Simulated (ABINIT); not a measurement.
# BN (P6_3mc): G0W0 with ABINIT, start to end

Wanted: ground state, empty states, screening and self-energy for BN (P6_3mc).

Program: ABINIT 10.8.3. Level of theory: PBEsol and many-body steps on it, plane waves. Results are calculated unless marked as measured.

Most raw output is cut from this account.

The database entry behind the starting cell has ideal inner coordinates that were not refined, so it need not match the best structure at ambient conditions.

## Step 1: The starting structure

It takes space group P6_3mc (No. 186, hexagonal). The conventional cell has a = 2.536 Å, b = 2.536 Å, c = 4.199 Å, α = 90.00°, β = 90.00°, γ = 120.00°. Nearest to B lie 4 N at 1.56 to 1.57 Å. N has 4 B at 1.56 to 1.57 Å nearest. Farther neighbours and most contacts between anions are not listed.

The cell and positions come from the Crystallography Open Database and are kept as given unless a step says otherwise. This is not the form that BN usually takes at ambient conditions.

## Step 2: Ground state

This step: ABINIT 10.8.3; DFT, PBEsol, plane waves, norm-conserving pseudopotentials.

The ground-state density comes first.

File run.abi:

```
acell 3*1.0 Angstrom
rprim 
  2.536000000002 -0.000000000000 0.000000000000
  -1.268000000000 2.196240423999 0.000000000000
  0.000000000000 0.000000000000 4.199000000000
ntypat 2
znucl 5 7
natom 4
typat 1 1 2 2
xred 
  0.666666666667 0.333333333333 0.000000000000
  0.333333333333 0.666666666667 0.500000000000
  0.666666666667 0.333333333333 0.375000000000
  0.333333333333 0.666666666667 0.875000000000
pp_dirpath "pseudos"
pseudos "B.upf, N.upf"
ecut 36
ngkpt 9 9 6
nshiftk 1
shiftk 0 0 0
kptopt 1
chksymbreak 0
nband 14
occopt 1
tolvrs 1e-10
nstep 60
prtwf 0
optforces 0
optstress 0
indata_prefix "in"
outdata_prefix "out"
tmpdata_prefix "tmp"
```

Command:

```sh
$ OMP_NUM_THREADS=1 mpirun -n 4 abinit run.abi > log
```

The job ended after 8 s (4 MPI ranks of Arm Neoverse V2, shared host; peak memory 0.26 GiB).

Numbers from this step:

```yaml
total_energy: -727.6677 eV
gap: 5.041 eV
k_of_the_valence_top: 0, 0, 0
k_of_the_conduction_bottom: 0.3333, 0.3333, 0
least_direct_gap: 8.317 eV
```

The gap is indirect, with the least direct gap 3.28 eV higher.

## Step 3: Bands along the symmetry lines

Levels along a band path, at the cheap level, show where the edges lie and whether the meshes to come will hold them.

File run.abi:

```
acell 3*1.0 Angstrom
rprim 
  2.536000000002 -0.000000000000 0.000000000000
  -1.268000000000 2.196240423999 0.000000000000
  0.000000000000 0.000000000000 4.199000000000
ntypat 2
znucl 5 7
natom 4
typat 1 1 2 2
xred 
  0.666666666667 0.333333333333 0.000000000000
  0.333333333333 0.666666666667 0.500000000000
  0.666666666667 0.333333333333 0.375000000000
  0.333333333333 0.666666666667 0.875000000000
pp_dirpath "pseudos"
pseudos "B.upf, N.upf"
ecut 36
iscf -2
irdden 1
kptopt 0
nkpt 75
kpt 
  0.00000000 0.00000000 0.00000000
  0.06250000 0.00000000 0.00000000
  0.12500000 0.00000000 0.00000000
  0.18750000 0.00000000 0.00000000
  0.25000000 0.00000000 0.00000000
  0.31250000 0.00000000 0.00000000
  0.37500000 0.00000000 0.00000000
  0.43750000 0.00000000 0.00000000
  0.50000000 0.00000000 0.00000000
  0.47916667 0.04166667 0.00000000
  0.45833333 0.08333333 0.00000000
  0.43750000 0.12500000 0.00000000
  0.41666666 0.16666666 0.00000000
  0.39583333 0.20833333 0.00000000
  0.37500000 0.25000000 0.00000000
  0.35416666 0.29166666 0.00000000
  0.33333333 0.33333333 0.00000000
  0.29166666 0.29166666 0.00000000
  0.25000000 0.25000000 0.00000000
  0.20833333 0.20833333 0.00000000
  0.16666666 0.16666666 0.00000000
  0.12500000 0.12500000 0.00000000
  0.08333333 0.08333333 0.00000000
  0.04166667 0.04166667 0.00000000
  0.00000000 0.00000000 0.00000000
  0.00000000 0.00000000 0.06250000
  0.00000000 0.00000000 0.12500000
  0.00000000 0.00000000 0.18750000
  0.00000000 0.00000000 0.25000000
  0.00000000 0.00000000 0.31250000
  0.00000000 0.00000000 0.37500000
  0.00000000 0.00000000 0.43750000
  0.00000000 0.00000000 0.50000000
  0.06250000 0.00000000 0.50000000
  0.12500000 0.00000000 0.50000000
  0.18750000 0.00000000 0.50000000
  0.25000000 0.00000000 0.50000000
  0.31250000 0.00000000 0.50000000
  0.37500000 0.00000000 0.50000000
  0.43750000 0.00000000 0.50000000
  0.50000000 0.00000000 0.50000000
  0.47916667 0.04166667 0.50000000
  0.45833333 0.08333333 0.50000000
  0.43750000 0.12500000 0.50000000
  0.41666666 0.16666666 0.50000000
  0.39583333 0.20833333 0.50000000
  0.37500000 0.25000000 0.50000000
  0.35416666 0.29166666 0.50000000
  0.33333333 0.33333333 0.50000000
  0.29166666 0.29166666 0.50000000
  0.25000000 0.25000000 0.50000000
  0.20833333 0.20833333 0.50000000
  0.16666666 0.16666666 0.50000000
  0.12500000 0.12500000 0.50000000
  0.08333333 0.08333333 0.50000000
  0.04166667 0.04166667 0.50000000
  0.00000000 0.00000000 0.50000000
  0.50000000 0.00000000 0.50000000
  0.50000000 0.00000000 0.43750000
  0.50000000 0.00000000 0.37500000
  0.50000000 0.00000000 0.31250000
  0.50000000 0.00000000 0.25000000
  0.50000000 0.00000000 0.18750000
  0.50000000 0.00000000 0.12500000
  0.50000000 0.00000000 0.06250000
  0.50000000 0.00000000 0.00000000
  0.33333333 0.33333333 0.50000000
  0.33333333 0.33333333 0.43750000
  0.33333333 0.33333333 0.37500000
  0.33333333 0.33333333 0.31250000
  0.33333333 0.33333333 0.25000000
  0.33333333 0.33333333 0.18750000
  0.33333333 0.33333333 0.12500000
  0.33333333 0.33333333 0.06250000
  0.33333333 0.33333333 0.00000000
istwfk *1
nband 15
nbdbuf 2
tolwfr 1e-08
nstep 40
prtwf 0
prtvol 0
indata_prefix "in"
outdata_prefix "out"
tmpdata_prefix "tmp"
```

Wall time 8.6 s (4 MPI ranks); peak memory 0.25 GiB.

This step gave:

| Property | Result |
| --- | --- |
| gap | 5.041 eV |
| k of the valence top | 0, 0, 0 |
| k of the conduction bottom | 0.3333, 0.3333, 0 |
| least direct gap | 8.317 eV |

The gap is 5.041 eV, as in the run before at this level.

Electronic bands along the path, in eV, zero at the top of the highest filled band; v1 is the highest filled band, c1 the lowest empty one:

```
    point     v4     v3     v2     v1    c1     c2     c3     c4
        Γ  -2.14  -0.25   0.00   0.00  8.45   8.45   8.61   9.70
  halfway  -3.87  -3.79  -1.62  -1.17  7.31   9.39  10.20  11.09
        M  -6.99  -5.06  -4.50  -2.15  6.70   7.91  10.70  11.57
  halfway  -6.64  -6.55  -4.68  -3.66  6.27   9.38  11.79  13.23
        K  -7.26  -5.57  -5.49  -5.49  5.04  13.55  13.55  13.82
  halfway  -5.77  -3.66  -2.23  -1.97  8.38   8.96  10.36  11.65
        Γ  -2.14  -0.25   0.00   0.00  8.45   8.45   8.61   9.70
  halfway  -1.88  -1.88  -0.38  -0.38  8.88   8.88   9.26   9.67
        A  -1.19  -1.19  -1.19  -1.19  9.60   9.60  10.01  10.01
  halfway  -4.15  -4.15  -2.71  -2.71  7.92   7.92  11.35  11.35
        L  -3.83  -3.83  -3.61  -3.61  6.55   6.55  10.08  10.08
  halfway  -5.84  -5.84  -3.23  -3.23  7.97   7.97  11.00  11.00
        H  -7.91  -7.91  -3.07  -3.07  9.37   9.37  10.11  10.11
  halfway  -4.39  -4.39  -3.52  -3.52  8.86   8.86  10.82  10.82
        A  -1.19  -1.19  -1.19  -1.19  9.60   9.60  10.01  10.01
jump to L  -3.83  -3.83  -3.61  -3.61  6.55   6.55  10.08  10.08
  halfway  -5.55  -4.73  -3.56  -2.72  6.79   6.83  11.07  11.82
        M  -6.99  -5.06  -4.50  -2.15  6.70   7.91  10.70  11.57
jump to H  -7.91  -7.91  -3.07  -3.07  9.37   9.37  10.11  10.11
  halfway  -8.31  -6.41  -4.10  -4.10  6.64  10.97  10.97  13.04
        K  -7.26  -5.57  -5.49  -5.49  5.04  13.55  13.55  13.82
```

## Step 4: Empty states on the mesh, 3×3×2 mesh, 27 bands

The sums over transitions need many empty states on a uniform mesh; this step solves for them.

File run.abi:

```
acell 3*1.0 Angstrom
rprim 
  2.536000000002 -0.000000000000 0.000000000000
  -1.268000000000 2.196240423999 0.000000000000
  0.000000000000 0.000000000000 4.199000000000
ntypat 2
znucl 5 7
natom 4
typat 1 1 2 2
xred 
  0.666666666667 0.333333333333 0.000000000000
  0.333333333333 0.666666666667 0.500000000000
  0.666666666667 0.333333333333 0.375000000000
  0.333333333333 0.666666666667 0.875000000000
pp_dirpath "pseudos"
pseudos "B.upf, N.upf"
ecut 36
ngkpt 3 3 2
nshiftk 1
shiftk 0 0 0
kptopt 1
chksymbreak 0
iscf -2
irdden 1
istwfk *1
nband 27
nbdbuf 4
tolwfr 1e-09
nstep 60
prtvol 0
indata_prefix "in"
outdata_prefix "out"
tmpdata_prefix "tmp"
```

Run time: 2.5 s. Hardware: 4 MPI ranks; peak memory 0.07 GiB.

Numbers from this step:

```
gap                                                           : 5.041 eV
k of the valence top                                          : 0, 0, 0
k of the conduction bottom                                    : 0.3333, 0.3333, 0
least direct gap                                              : 8.446 eV
k points computed                                             : 6
lowest point of the top converged band, above the valence top : 26.43 eV
```

On this mesh the gap is 5.041 eV.

## Step 5: Screening, 3×3×2 mesh, 23 bands, screening to 106.1 eV

The RPA dielectric matrix is built and inverted for each q.

This step: RPA screening on PBEsol, plane waves, norm-conserving pseudopotentials.

run.abi: that of step 4 with these lines changed.

```diff
@@ -22,10 +22,11 @@
 chksymbreak 0
-iscf -2
-irdden 1
 istwfk *1
-nband 27
-nbdbuf 4
-tolwfr 1e-09
-nstep 60
-prtvol 0
+occopt 1
+irdwfk 1
+optdriver 3
+nband 23
+ecuteps 3.9
+inclvkb 2
+awtr 1
+symchi 1
 indata_prefix "in"
```

Run time: 1.8 s. Hardware: 4 MPI ranks; peak memory 0.07 GiB; 7.1 s of CPU time.

This step gave:

```yaml
eps_infinity_with_local_fields_on_this_mesh_along_the_program_s_q_direction: 5.224
the_same_without_local_fields: 5.468
plasma_frequency: 30.71 eV
plane_waves_in_the_screening_matrix: 55
```

Local fields lower ε∞ by 4 %. On a Γ-centred mesh this coarse the value itself is usually too large, while a short band sum pulls it down.

## Step 6: Self-energy, 3×3×2 mesh, 23 bands, screening to 106.1 eV

The self-energy is evaluated for the states that the input lists, and the levels follow from it, in one-shot runs by the linearised quasiparticle equation.

This step: G0W0 on PBEsol, plane waves, norm-conserving pseudopotentials.

run.abi: that of step 5 with these lines changed.

```diff
@@ -25,8 +25,17 @@
 irdwfk 1
-optdriver 3
+optdriver 4
 nband 23
+gwcalctyp 0
+ecutsigx 36
+symsigma 1
+nkptgw 2
+kptgw 
+  0.0000000000 0.0000000000 0.0000000000
+  0.3333333333 0.3333333333 0.0000000000
+bdgw 
+  7 10
+  7 11
 ecuteps 3.9
-inclvkb 2
-awtr 1
-symchi 1
+irdscr 1
+ppmodel 1
 indata_prefix "in"
```

Elapsed: 1.8 s, on 4 MPI ranks; peak memory 0.09 GiB.

Numbers from this step:

| Property | Result |
| --- | --- |
| G0W0 gap on the points computed | 6.610 eV |
| starting gap on the mesh | 5.041 eV |
| k of the valence top | 0, 0, 0 |
| k of the conduction bottom | 0.3333, 0.3333, 0 |
| Z at the valence top | 0.837 |
| Z at the conduction bottom | 0.866 |
| least direct G0W0 gap on the computed points | 10.57 eV |

The gap on the mesh goes from 5.04 eV to 6.61 eV, a correction of +1.57 eV.

Limits: finite bands, cutoff and mesh; coarse k mesh. v1 is the top filled band, c1 the lowest empty one. The levels before and after the correction (eV, zero at the valence-band top of each column):

```
           conduction bottom  valence top
Kohn-Sham               5.04         0.00
     G0W0               6.61         0.00
```

```
                           level  energy (eV)
Kohn-Sham                Γ v2-v1        0.000
Kohn-Sham                Γ c1-c2        8.446
Kohn-Sham  (0.333 0.333 0) v2-v1       -5.489
Kohn-Sham     (0.333 0.333 0) c1        5.041
Kohn-Sham  (0.333 0.333 0) c2-c3       13.547
     G0W0                Γ v2-v1        0.000
     G0W0                Γ c1-c2       10.569
     G0W0  (0.333 0.333 0) v2-v1       -6.118
     G0W0     (0.333 0.333 0) c1        6.610
     G0W0  (0.333 0.333 0) c2-c3       16.088
```

## Step 7: Where the time went

Times are wall times on 4 MPI ranks of Arm Neoverse V2, shared host, good to a factor of about two.

```
                          step   time  share  memory (GiB)
                  ground state    8 s   35 %          0.26
bands along the symmetry lines  8.6 s   38 %          0.25
      empty states on the mesh  2.5 s   11 %          0.07
                     screening  1.8 s    8 %          0.07
                   self-energy  1.8 s    8 %          0.09
```

## Step 8: Summary of results

| Property | Result |
| --- | --- |
| PBEsol gap | 5.04 eV, indirect |
| G0W0 gap on the mesh | 6.61 eV |
| GW settings | 3×3×2 mesh, 23 bands, screening to 106.1 eV, Godby-Needs plasmon pole |
| known limits | not at the basis limit; coarse k mesh |

**Reading.** G0W0 moves the gap on the mesh from 5.04 eV to 6.61 eV (+1.57 eV), with Z of 0.84 and 0.87 at the edges. Local fields lower the RPA ε∞ on this mesh from 5.47 to 5.22; a Γ-centred mesh this coarse tends to raise both, most where the direct gap is narrow, while a short band sum lowers them. Only 2 of the mesh's irreducible points were corrected, so a valley elsewhere could overtake. Bands and cutoff are finite, so the gap is not at the basis limit. The miss can reach some tenths of an eV and take either sign; the mesh is an error of its own. In the G0W0 run levels were corrected at 2 k points alone, so a gap called «on the mesh» is the least over those, and an edge elsewhere would be missed. The 3×3×2 mesh is coarse for this cell, which bears on the long-range parts of exchange and screening.

[Paths, hosts, dates, memory and timing lines, banners, echoed tables and standing remarks are left out of the program output.]

[Logs are printed without paths, hosts, clocks, repeated set-up lines and the standing remarks that a program may print on its own settings, such as how far it seeks lower states.]

[Runs of the session that timed out or met a known fault of the program may be left out.]

[Hosts, paths, dates, database ids (printed as entryN), source tags and the programs' standing remarks are cut or masked in the printed files.]

[G0W0 gaps are taken among the corrected bands and points alone; a level outside them can change the order at an edge.]

[Where Ansatz stands beside ABINIT at settings called matched, ABINIT's density can come from a denser mesh and the files from another edition; pairs whose starting gaps differed by over 0.03 eV were left out, so agreement reads better than it is.]
